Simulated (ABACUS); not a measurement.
Input of an ABACUS 3.10.1 run:

INPUT

```
INPUT_PARAMETERS
suffix              H
calculation         scf
basis_type          lcao
pseudo_dir          ./
orbital_dir         ./
symmetry            1
dft_functional      pbe
ecutwfc             100
pseudo_rcut         10
nspin               1
nbands              5
ks_solver           genelpa
smearing_method     fd
smearing_sigma      0.00367493
scf_thr             1e-07
scf_nmax            100
mixing_type         broyden
mixing_beta         0.7
cal_force           1
cal_stress          1
out_mul             1
```

The input STRU:

```
ATOMIC_SPECIES
H 1.0080 H.upf

NUMERICAL_ORBITAL
H_confined-atom_6au_2s1p.orb

LATTICE_CONSTANT
1.8897261246

LATTICE_VECTORS
-1.6915344700 1.6915344700 2.0584739900
1.6915344700 -1.6915344700 2.0584739900
1.6915344700 1.6915344700 -2.0584739900

ATOMIC_POSITIONS
Direct

H
0.0
2
0.0901377100 0.0901377100 0.0000000000 1 1 1
0.9098622900 0.9098622900 0.0000000000 1 1 1
```

The input KPT:

```
K_POINTS
0
Gamma
11 11 11 0 0 0
```

Potentials or basis: PseudoDojo NC SR 0.4.1 PBE standard, DZP LCAO (the cutoffs set its grid).

Run with:

```bash
$ OMP_NUM_THREADS=1 mpirun -np 4 abacus > log
```

**Question.** Predict the pressure.

**Answer.** 4.0 GPa.

**Question.** Estimate the largest force.

**Answer.** 2.777 eV/Å.

**Question.** Estimate the band gap on the k mesh.

**Answer.** 9.30 eV, indirect (least direct gap 10.17 eV).

Stress tensor (GPa, compression positive):
```
-0.64  0.00  0.00
 0.00 -0.64  0.00
 0.00  0.00 13.40
```

Caveat: the atomic orbitals were generated for these runs and aren't a published set; an odd mesh through Γ misses points on the zone boundary, where band edges often lie; the basis of atomic orbitals isn't converged, which shifts pressures, moduli and gaps; forces of over 1 eV/Å show positions far from the minimum, so gaps and moduli don't describe the material at rest.
